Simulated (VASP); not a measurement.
Crystal: GaN.

```xyz
2
Lattice="0.0000 2.1352 2.1352 2.1352 0.0000 2.1352 2.1352 2.1352 0.0000" Properties=species:S:1:pos:R:3 pbc="T T T"
Ga    0.0000    0.0000    0.0000
N     2.1352    2.1352    2.1352
```

Measurements of this composition are mostly on another form, of space group No. 186.

- Program: VASP 6.6.1
- Task: relaxation of cell and atoms
- Functional: PBE
- Dispersion: D3(BJ)
- Potentials or basis: VASP PAW PBE potentials, release 64 (Ga_d, N)
- Cutoff: 600 eV
- k mesh: 14 × 14 × 14
- Occupations: gaussian, width 0.02 eV
- Spin: no spin polarisation

At the start: pressure -4.9 GPa; volume 9.74 Å³/atom.

Problem. How do energy, volume and symmetry change on relaxing?

Solution. Over 3 steps the energy falls by 3.4 meV/atom and the volume is 9.51 Å³/atom (-2.3 %); space group Fm-3m (No. 225, to 0.05 Å).

Step by step:
| step | energy change (eV) | largest force (eV/Å) | pressure (GPa) | volume (Å³) |
| --- | --- | --- | --- | --- |
| 1 | 0.0000 | 0.0000 | -4.87 | 19.47 |
| 2 | -0.0015 | 0.0000 | 4.67 | 18.65 |
| 3 | -0.0069 | 0.0000 | 0.00 | 19.03 |

Final structure:
```
Ga N
1.0
     0.00000    2.11892    2.11892
     2.11892    0.00000    2.11892
     2.11892    2.11892    0.00000
Ga N
1 1
Direct
  0.00000 0.00000 0.00000
  0.50000 0.50000 0.50000
```
